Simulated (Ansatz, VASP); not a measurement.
# Al36N35 (V_N): VASP beside Ansatz, part 2 of 4

One calculation is typed for both programs; each brings its own data sets. How far apart do they land? Of the first pair: The structure shown is the start of the Ansatz relaxation below; VASP solves that cell, so the two are compared at the walk's first step.

VASP 6.6.1 and Ansatz 0.2.0.

So far: Starting point; Ansatz: relaxation, r2SCAN.

## (3) VASP: single point, r2SCAN, start cell, pair 1

Level of this step: r2SCAN; plane waves and PAW (Al, N) (VASP).

The same cell, functional and mesh now go to VASP, with its own data sets.

Lines of VASP's logs that name or quote its potential files are left out, and so is its time.

The input, INCAR:

```
SYSTEM = Al36N35
PREC = Accurate
ENCUT = 580
EDIFF = 1E-06
NELM = 120
ISMEAR = 0
SIGMA = 0.01
LREAL = Auto
ALGO = Normal
METAGGA = R2SCAN
LASPH = .TRUE.
NELECT = 282
NBANDS = 192
LORBIT = 11
LWAVE = .FALSE.
LCHARG = .FALSE.
ISIF = 2
ISYM = 0
GGA_COMPAT = .FALSE.
EFERMI = MIDGAP
LMIXTAU = .TRUE.
NCORE = 2
```

The input, POSCAR:

```
Al36N35
1.0
    9.3195655359      0.0000000860      0.0000000000
   -4.6597828424      8.0709804634      0.0000000000
    0.0000000000      0.0000000000      9.9564777190
Al N
36 35
Direct
    0.2211999034      0.1153433570      0.2474064694
    0.1159549467      0.2265888263      0.4970544945
    0.2205998568      0.1146014397      0.7522993785
    0.1151951288      0.2272637133      0.0021267843
    0.2180321466      0.4399273418      0.2466789029
    0.1167788432      0.5597881212      0.5011498183
    0.2169135429      0.4397440927      0.7478602584
    0.1122628705      0.5606748785      0.9970994040
    0.2219942557      0.7822982610      0.2470784417
    0.1069779265      0.8857285708      0.5031996396
    0.2177218749      0.7788844255      0.7481742249
    0.1159316116      0.8897314301      0.0023938467
    0.5517060041      0.1116548301      0.2464169628
    0.4501865512      0.2240825597      0.5012318755
    0.5574222965      0.1164448305      0.7471595086
    0.4485749244      0.2277392406      0.0014907160
    0.5517132676      0.4397977382      0.2526032871
    0.4425003854      0.5496610953      0.5008288213
    0.5497123236      0.4427075457      0.7508479616
    0.4461973351      0.5614639984      0.9985944107
    0.5560987695      0.7757299105      0.2541084379
    0.4413160981      0.8826995672      0.4993892560
    0.5573213159      0.7761161089      0.7537846427
    0.4453719590      0.8917952403      0.9951941118
    0.8832143492      0.1062098871      0.2490293325
    0.7733302958      0.2187658540      0.5029016427
    0.8844416186      0.1126133223      0.7498459004
    0.7833417343      0.2269611407      0.0008349620
    0.8935418354      0.4439772763      0.2475633522
    0.7740716966      0.5517147456      0.5031698098
    0.8903218048      0.4452326381      0.7447164760
    0.7805146431      0.5553291763      0.0038523946
    0.8913255647      0.7819731385      0.2532830456
    0.7723185373      0.8866647573      0.4972755566
    0.8857339230      0.7722298365      0.7473958372
    0.7792250176      0.8936733233      0.0026668348
    0.2163416198      0.1076865426      0.4419114996
    0.1098655867      0.2255745753      0.1871803516
    0.2250856955      0.1147104723      0.9364341751
    0.1140666464      0.2225776655      0.6861116142
    0.2192961684      0.4385940466      0.4420500024
    0.1154085833      0.5540444572      0.1915592094
    0.2226524726      0.4494892532      0.9425571236
    0.1085996770      0.5537624593      0.6949614307
    0.2182421716      0.7759329873      0.4442442523
    0.1082780334      0.8865117470      0.1860238181
    0.2200510912      0.7794463151      0.9443322493
    0.1153656564      0.8884276232      0.6931285536
    0.5564169520      0.1066539507      0.4423474972
    0.4405600825      0.2243708767      0.1895970697
    0.5531759273      0.1143787866      0.9383761269
    0.4450188998      0.2276309514      0.6918199583
    0.4497604953      0.5605575409      0.1917530530
    0.5514129604      0.4428311986      0.9366890846
    0.4436156010      0.5604193917      0.6897998664
    0.5547488861      0.7801527932      0.4446442934
    0.4461022237      0.8869149162      0.1944640519
    0.5503676543      0.7761079315      0.9430031649
    0.4488705789      0.8948300636      0.6908083555
    0.8851608008      0.1132059392      0.4419326919
    0.7821451666      0.2279342567      0.1890650542
    0.8911639158      0.1147900094      0.9444181231
    0.7775936730      0.2178445284      0.6873809386
    0.8932878755      0.4504168904      0.4402233524
    0.7834779557      0.5597514395      0.1888878832
    0.8946335424      0.4485852666      0.9389408849
    0.7731450815      0.5567914523      0.6906430360
    0.8933520890      0.7768806964      0.4422832174
    0.7768345148      0.8897842048      0.1856027857
    0.8853404828      0.7803395080      0.9397104342
    0.7779673629      0.8850542961      0.6938141374
```

The input, KPOINTS:

```
Points of the shifted mesh
1
Reciprocal
 0.2500000000  0.2500000000  0.2500000000 1
```

Potentials, in the order of the species: Al and N (PBE family, release 64).

Run with:

```bash
mpirun -np 8 vasp_std
```

Numbers of over 12 decimals in the logs are rounded to 6 here.

Log:

```text
[banner, memory and clock lines left out]
running    8 mpi-ranks, on    1 nodes
[...]
|                                                                             |
|               ----> ADVICE to this user running VASP <----                  |
|                                                                             |
|     You enforced a specific xc type in the INCAR file but a different       |
|     [... a line on the potential file left out ...]
|     I HOPE YOU KNOW WHAT YOU ARE DOING!                                     |
|                                                                             |

 LDA part: xc-table for (None), standard interpolation
 POSCAR, INCAR and KPOINTS ok, starting setup
[...]
entering main loop
       N       E                     dE             d eps       ncg     rms          rms(c)
DAV:   1     0.113020885927E+04    0.11302E+04   -0.14516E+05   384   0.151E+03
DAV:   2    -0.687802203399E+03   -0.18180E+04   -0.17392E+04   472   0.299E+02
DAV:   3    -0.835458456115E+03   -0.14766E+03   -0.14645E+03   464   0.919E+01
DAV:   4    -0.837891586071E+03   -0.24331E+01   -0.24246E+01   464   0.124E+01
DAV:   5    -0.837935213372E+03   -0.43627E-01   -0.43584E-01   456   0.157E+00BRMIX: very serious problems
 the old and the new charge density differ
 old charge density:   283.00000 new  282.00000
    0.528E+01
DAV:   6    -0.710670340555E+03    0.12726E+03   -0.29393E+02   448   0.334E+01    0.236E+01
DAV:   7    -0.685122023509E+03    0.25548E+02   -0.13796E+01   440   0.103E+01    0.133E+01
DAV:   8    -0.710399482935E+03   -0.25277E+02   -0.91803E+00   400   0.981E+00    0.758E+00
DAV:   9    -0.677567241310E+03    0.32832E+02   -0.93232E+00   400   0.833E+00    0.206E+00
[...]
DAV:  22    -0.684642575727E+03   -0.91272E-05   -0.10622E-05   432   0.116E-02    0.233E-03
DAV:  23    -0.684642577357E+03   -0.16294E-05   -0.64949E-07   240   0.303E-03    0.361E-03
DAV:  24    -0.684642577687E+03   -0.33087E-06   -0.24878E-07   216   0.184E-03
   1 F= -.68464258E+03 E0= -.68464258E+03  d E =0.000000E+00
```

OUTCAR, selected parts (step 3):

```text
 POSITION                                       TOTAL-FORCE (eV/Angst)
 -----------------------------------------------------------------------------------
      1.52401      0.93093      2.46330        -0.481642     -1.035891      0.403795
      0.02479      1.82879      4.94891        -1.051640     -1.811308      0.673741
      1.52188      0.92495      7.49025         0.266075     -0.738084     -0.570920
      0.01457      1.83424      0.02118        -0.116088     -0.258469     -1.054850
     -0.01800      3.55064      2.45605         0.425871      1.065462      0.343021
     -1.52016      4.51804      4.98969        -0.583417     -0.674569      0.227214
     -0.02757      3.54917      7.44605         0.232980      0.579310      0.798550
     -1.56638      4.52520      9.92760         0.517684     -0.395984      0.627061
     -1.57645      6.31391      2.46003         0.545960     -0.942542      0.557752
     -3.13032      7.14870      5.01010         0.821647      0.606828      0.313818
     -1.60036      6.28636      7.44918         1.639046     -0.008286      0.822913
     -3.06552      7.18100      0.02383        -1.623873      0.348165     -1.382889
      4.62137      0.90116      2.45344         1.118347     -0.201415      0.399704
      3.15137      1.80857      4.99050        -0.871978     -1.808954      0.177427
[...]
-----------------------------------------------------------------------------------
    total drift:                               -0.001157     -0.009495     -0.056702

  FREE ENERGIE OF THE ION-ELECTRON SYSTEM (eV)
  ---------------------------------------------------
  free  energy   TOTEN  =      -684.6425776874 eV

  energy  without entropy=     -684.6425776874  energy(sigma->0) =     -684.64257769
```

The cell is charged against a uniform background.

The run ends at a pressure of -2.31 GPa, with forces up to 2.2 eV/Å.

## (4) Comparison

Known differences besides the potentials themselves: VASP keeps PBE cores, Ansatz makes them for the functional; fixed occupations in Ansatz, narrow Gaussian smearing in VASP; the cutoff is 500 eV in Ansatz and 580 eV in VASP (PREC = Accurate, projectors in real space). Total energies have different zeros and are not compared.

Forces on 9 of the 71 atoms, those with the largest forces and the largest differences (eV/Å; atoms numbered as in POSCAR):

| atom | Ansatz x, y, z | VASP x, y, z |
| --- | --- | --- |
| Al2 | -1.044, -1.801, 0.664 | -1.052, -1.811, 0.674 |
| Al12 | -1.615, 0.343, -1.381 | -1.624, 0.348, -1.383 |
| Al14 | -0.868, -1.800, 0.173 | -0.872, -1.809, 0.177 |
| Al17 | 0.514, 1.423, -1.534 | 0.521, 1.427, -1.542 |
| N48 | -1.505, 0.403, -0.510 | -1.523, 0.410, -0.512 |
| N56 | 0.723, -1.767, -0.858 | 0.727, -1.771, -0.869 |
| N64 | -0.744, -1.027, 0.352 | -0.741, -1.044, 0.347 |
| N65 | -0.779, -0.844, 1.631 | -0.775, -0.846, 1.647 |
| N68 | -1.901, -0.646, -0.171 | -1.915, -0.643, -0.171 |

The forces differ by 6.5 meV/Å r.m.s., which is 0.8 % of the r.m.s. force of 0.810 eV/Å (both taken over all components). The cell carries a charge of +1 e against a uniform background, so its pressure also hangs on how the neutralising background is counted, and in a defect's cell a gap may be the spacing between its levels.

## (5) Ansatz: relaxation, r2SCAN

This run makes the geometry at which the two programs are then compared.

The structure compared here is the end of the Ansatz relaxation.

The input, input.yaml:

```yaml
crystal:
  lattice:
    - [9.31956554, 9.0e-08, 0.0]
    - [-4.65978284, 8.07098046, 0.0]
    - [0.0, 0.0, 9.95647772]
  atoms:
    - { symbol: Al, position: [0.22222222, 0.11111111, 0.24960167] }
    - { symbol: Al, position: [0.11111111, 0.22222222, 0.49960167] }
    - { symbol: "N", position: [0.22222222, 0.11111111, 0.44039833] }
    - { symbol: "N", position: [0.11111111, 0.22222222, 0.19039833] }
    - { symbol: Al, position: [0.22222222, 0.11111111, 0.74960167] }
    - { symbol: Al, position: [0.11111111, 0.22222222, 0.99960167] }
    - { symbol: "N", position: [0.22222222, 0.11111111, 0.94039833] }
    - { symbol: "N", position: [0.11111111, 0.22222222, 0.69039833] }
    - { symbol: Al, position: [0.22222222, 0.44444444, 0.24960167] }
    - { symbol: Al, position: [0.11111111, 0.55555556, 0.49960167] }
    - { symbol: "N", position: [0.22222222, 0.44444444, 0.44039833] }
    - { symbol: "N", position: [0.11111111, 0.55555556, 0.19039833] }
    - { symbol: Al, position: [0.22222222, 0.44444444, 0.74960167] }
    - { symbol: Al, position: [0.11111111, 0.55555556, 0.99960167] }
    - { symbol: "N", position: [0.22222222, 0.44444444, 0.94039833] }
    - { symbol: "N", position: [0.11111111, 0.55555556, 0.69039833] }
    - { symbol: Al, position: [0.22222222, 0.77777778, 0.24960167] }
    - { symbol: Al, position: [0.11111111, 0.88888889, 0.49960167] }
    - { symbol: "N", position: [0.22222222, 0.77777778, 0.44039833] }
    - { symbol: "N", position: [0.11111111, 0.88888889, 0.19039833] }
    - { symbol: Al, position: [0.22222222, 0.77777778, 0.74960167] }
    - { symbol: Al, position: [0.11111111, 0.88888889, 0.99960167] }
    - { symbol: "N", position: [0.22222222, 0.77777778, 0.94039833] }
    - { symbol: "N", position: [0.11111111, 0.88888889, 0.69039833] }
    - { symbol: Al, position: [0.55555556, 0.11111111, 0.24960167] }
    - { symbol: Al, position: [0.44444444, 0.22222222, 0.49960167] }
    - { symbol: "N", position: [0.55555556, 0.11111111, 0.44039833] }
    - { symbol: "N", position: [0.44444444, 0.22222222, 0.19039833] }
    - { symbol: Al, position: [0.55555556, 0.11111111, 0.74960167] }
    - { symbol: Al, position: [0.44444444, 0.22222222, 0.99960167] }
    - { symbol: "N", position: [0.55555556, 0.11111111, 0.94039833] }
    - { symbol: "N", position: [0.44444444, 0.22222222, 0.69039833] }
    - { symbol: Al, position: [0.55555556, 0.44444444, 0.24960167] }
    - { symbol: Al, position: [0.44444444, 0.55555556, 0.49960167] }
    - { symbol: "N", position: [0.44444444, 0.55555556, 0.19039833] }
    - { symbol: Al, position: [0.55555556, 0.44444444, 0.74960167] }
    - { symbol: Al, position: [0.44444444, 0.55555556, 0.99960167] }
    - { symbol: "N", position: [0.55555556, 0.44444444, 0.94039833] }
    - { symbol: "N", position: [0.44444444, 0.55555556, 0.69039833] }
    - { symbol: Al, position: [0.55555556, 0.77777778, 0.24960167] }
    - { symbol: Al, position: [0.44444444, 0.88888889, 0.49960167] }
    - { symbol: "N", position: [0.55555556, 0.77777778, 0.44039833] }
    - { symbol: "N", position: [0.44444444, 0.88888889, 0.19039833] }
    - { symbol: Al, position: [0.55555556, 0.77777778, 0.74960167] }
    - { symbol: Al, position: [0.44444444, 0.88888889, 0.99960167] }
    - { symbol: "N", position: [0.55555556, 0.77777778, 0.94039833] }
    - { symbol: "N", position: [0.44444444, 0.88888889, 0.69039833] }
    - { symbol: Al, position: [0.88888889, 0.11111111, 0.24960167] }
    - { symbol: Al, position: [0.77777778, 0.22222222, 0.49960167] }
    - { symbol: "N", position: [0.88888889, 0.11111111, 0.44039833] }
    - { symbol: "N", position: [0.77777778, 0.22222222, 0.19039833] }
    - { symbol: Al, position: [0.88888889, 0.11111111, 0.74960167] }
    - { symbol: Al, position: [0.77777778, 0.22222222, 0.99960167] }
    - { symbol: "N", position: [0.88888889, 0.11111111, 0.94039833] }
    - { symbol: "N", position: [0.77777778, 0.22222222, 0.69039833] }
    - { symbol: Al, position: [0.88888889, 0.44444444, 0.24960167] }
    - { symbol: Al, position: [0.77777778, 0.55555556, 0.49960167] }
    - { symbol: "N", position: [0.88888889, 0.44444444, 0.44039833] }
    - { symbol: "N", position: [0.77777778, 0.55555556, 0.19039833] }
    - { symbol: Al, position: [0.88888889, 0.44444444, 0.74960167] }
    - { symbol: Al, position: [0.77777778, 0.55555556, 0.99960167] }
    - { symbol: "N", position: [0.88888889, 0.44444444, 0.94039833] }
    - { symbol: "N", position: [0.77777778, 0.55555556, 0.69039833] }
    - { symbol: Al, position: [0.88888889, 0.77777778, 0.24960167] }
    - { symbol: Al, position: [0.77777778, 0.88888889, 0.49960167] }
    - { symbol: "N", position: [0.88888889, 0.77777778, 0.44039833] }
    - { symbol: "N", position: [0.77777778, 0.88888889, 0.19039833] }
    - { symbol: Al, position: [0.88888889, 0.77777778, 0.74960167] }
    - { symbol: Al, position: [0.77777778, 0.88888889, 0.99960167] }
    - { symbol: "N", position: [0.88888889, 0.77777778, 0.94039833] }
    - { symbol: "N", position: [0.77777778, 0.88888889, 0.69039833] }
  host:
    repeats: [3, 3, 2]
    atoms:
      - { symbol: Al, position: [0.66666667, 0.33333333, 0.49920333] }
      - { symbol: Al, position: [0.33333333, 0.66666667, 0.99920333] }
      - { symbol: "N", position: [0.66666667, 0.33333333, 0.88079667] }
      - { symbol: "N", position: [0.33333333, 0.66666667, 0.38079667] }
total_charge: 1
basis:
  ecutwfc: 500
  xc_grid: 2
hamiltonian:
  xc: r2scan
  pseudopotentials: { kind: paw, azcp: { folder: soft_1 } }
kpoints:
  mp_grid: { grid: [1, 1, 1], shift: [0.25, 0.25, 0.25] }
scf:
  occupations: { method: fixed }
  max_iter: 60
output:
  forces: true
  charged_corrections:
    epsilon: [4.49, 4.49, 4.72]
    static_epsilon: [8.15, 8.15, 9.65]
    defect_position: [0.555556, 0.444444, 0.440398]
relax:
  f_tol: 0.02
  max_steps: 80
  random_displacement: { amplitude: 0.05, seed: 6718 }
checkpoint:
  write: "../qp1.relax.run"
  compress: false
  write_wavefunctions: true
  write_every: 100000
```

Run with:

```bash
ansatz run input.yaml --threads 4 --pin off --max-ram 7536MiB --backend cpu --events-out ev --progress --plain --runs-dir out
```

Log:

```text
[...]
Crystal: 71 atoms, lattice volume = 748.907 Å³
Basis set: ecut = 500 eV, 18913 PW (Γ), exchange–correlation on 144×144×150 points (8 copies of the dense FFT grid, shifted against one another)
Bands: 212, of which v1, the nominal top of the filled ones, is band 141 counted from 1 (140 counted from 0)
Symmetry: 1 space group operations
k-points: 1
[...]
SCF iter   1: F=—  HF=-33082.680958 eV  |F-HF|=—  |Δ(HF+E_count)|=         —  Δρ=1.37e-1  dr2=1.75e2  dr2_τ=1.96e1  ethr=3.10e-3  ⟨swp⟩=5.0  Hψ=728  notcnv=0  defer=68
[...]
- { symbol: Al, position: [0.111098, 0.556615, 0.999940] }
    - { symbol: N, position: [0.222221, 0.445581, 0.940824] }
    - { symbol: N, position: [0.111027, 0.555998, 0.690445] }
[...]
- { symbol: Al, position: [0.889250, 0.779749, 0.249709] }
    - { symbol: Al, position: [0.778344, 0.890382, 0.500738] }
    - { symbol: N, position: [0.888050, 0.778037, 0.440568] }
    - { symbol: N, position: [0.777850, 0.889441, 0.190606] }
    - { symbol: Al, position: [0.889032, 0.779456, 0.750461] }
    - { symbol: Al, position: [0.777808, 0.889919, 0.999884] }
    - { symbol: N, position: [0.888585, 0.778441, 0.940876] }
    - { symbol: N, position: [0.777813, 0.889537, 0.690755] }
```

[end of part 2 of 4]

[Lines on the potential files, build, host, timing and source positions are cut from VASP's logs without a mark.]

[Logs are printed without paths, hosts, clocks, repeated set-up lines and the standing remarks that a program may print on its own settings, such as how far it seeks lower states.]

[Hosts, paths, dates, database ids (printed as entryN), source tags and the programs' standing remarks are cut or masked in the printed files.]
